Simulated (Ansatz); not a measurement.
GaAs films: biaxial stress and wafer bow

Plane-wave DFT in Ansatz, PBEsol, scalar-relativistic PAW potentials, cutoff 420 eV, no spin-orbit coupling; no spin polarisation. GaAs in space group F-43m, strained equally along a and b of the conventional cell, with c and the atoms relaxed within the symmetry (a film with c along the normal). Stress is the in-plane mean, tension positive.

| strain (%) | stress (GPa) | E − E(0) (meV/atom) |
| --- | --- | --- |
| -6.0 | ? | 67.8 |
| -4.0 | -5.35 | 28.9 |
| -2.0 | -2.51 | 7.0 |
| +0.0 | -0.05 | 0.0 |
| +2.0 | 2.10 | 6.0 |
| +4.0 | 3.88 | 23.0 |
| +6.0 | 5.43 | 49.5 |

Q: Fit the stress, get the biaxial modulus and predict the missing row.

A: A parabola through the given rows is σ = -0.05 + 1.156 ε -0.0409 ε² GPa (ε in %), so M = dσ/dε = 116 GPa at zero. It predicts -8.46 GPa at -6.0 %; the run gave -8.61 GPa. The miss is 0.15 GPa, so the fit holds even one step beyond its range. The negative square term means that the film is stiffer in compression than in tension. The energies check it: E/V = Mε² at small strain, and a cubic fit with V = 22.64 Å³/atom gives M = 115 GPa, in agreement.

Q: How much does a 20 nm film at +0.5 % strain bow a 300 mm Si(001) wafer 775 μm thick?

A: The fit, without its small constant, gives σ = 0.57 GPa. Stoney's formula, κ = 6σt_f/(M_s t_s²) with M_s = 180.5 GPa for Si(001) (literature), gives |κ| = 0.63×10⁻³ m⁻¹ and a bow κr²/2 = 7.1 μm at r = 150 mm, with the film side concave (tension pulls the edges up). This assumes a single-crystal or fully textured, unrelaxed film at 0 K.

Cost: about 12 core-minutes for the runs cited, on Arm Neoverse V1 (shared hosts).

At every strain magnitude, compression costs more energy than tension and produces a larger stress. This is the usual anharmonicity of covalent bonds: shortening them meets steeply rising repulsion, while stretching them weakens the restoring force. Under this strain the four Ga–As bonds around each atom remain equivalent by symmetry, so the lattice responds through a common change in bond length and a distortion of the tetrahedral angles, with the free normal axis relieving part of the load.

The tensile sign in the wafer example matters. GaAs has a larger lattice constant than Si, so a coherent film on Si(001) would be compressed and would bow the wafer the other way. Mild tension instead suggests a film that lost most of its misfit through dislocations during growth and was then stretched on cooling, because GaAs contracts more than Si. The bow therefore describes the chosen residual strain, not coherent epitaxy. The smooth elastic curve doesn't show that a real film could hold the larger strains without forming dislocations or cracking.
